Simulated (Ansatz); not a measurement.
Cubic perovskite LaAlO3 (cubic high-temperature phase) was calculated with PBE (plane waves, PAW; Ansatz, a program for electronic structure).

Run with plane-wave cutoff 520 eV, 6×6×6 k mesh, perturbation theory, scalar-relativistic PAW data made under PBE.

Computed at the level's own relaxed cell.

Give the computed electronic dielectric constant ε∞.


- electronic dielectric constant ε∞: 4.83

Note: the relaxation could not lower the start's symmetry, so the cell can be a saddle point above a distorted one; the run finds an imaginary mode (132i cm⁻¹), so the cell is a saddle point at this level.

Spin–orbit coupling is not included.

Cost on a shared machine: very roughly 7 core-minutes.
